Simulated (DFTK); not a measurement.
## MoP under changes of volume

One of the cells (14.353 Å³/atom); the others are scaled copies at fixed shape and fractional positions:

```xyz
2
Lattice="3.2230 0.0000 0.0000 -1.6115 2.7912 0.0000 0.0000 0.0000 3.1910" Properties=species:S:1:pos:R:3 pbc="T T T"
Mo    0.0000    0.0000    0.0000
P     0.0000    1.8608    1.5955
```

```yaml
Program: DFTK 0.8.2
Functional: PBEsol
Potentials_or_basis: dojo.nc.sr.pbesol.v0_4_1.standard.upf (PBEsol)
Cutoff: 1088 eV
k_mesh: 10 × 10 × 8
Occupations: fermi-dirac, width 0.05 eV
Spin: no spin polarisation
```

```csv
volume (Å³/atom),energy over the lowest point (meV/atom),pressure (GPa)
13.492,23.21,12.3
13.779,?,?
14.066,0.00,1.1
14.353,2.46,-3.7
14.640,13.00,-8.0
14.927,30.79,-11.8
15.214,55.07,-15.2
```

Task: What does the run at 13.779 Å³/atom give?

Result: Energy over the lowest point 6.57 meV/atom; pressure 6.4 GPa.

Worked out: A Birch-Murnaghan fit of order 3 (a polynomial in V^(-2/3)) to the other rows has its minimum at 14.13 Å³/atom with B0 = V·E''(V) = 242 GPa and B' = 4.4 at fixed shape and positions, which overstates the stiffness. It gives 6.57 meV/atom at 13.779 Å³/atom, against the run's 6.57, and -dE/dV = 6.4 GPa, against 6.4.

Energies are extrapolated to zero smearing.
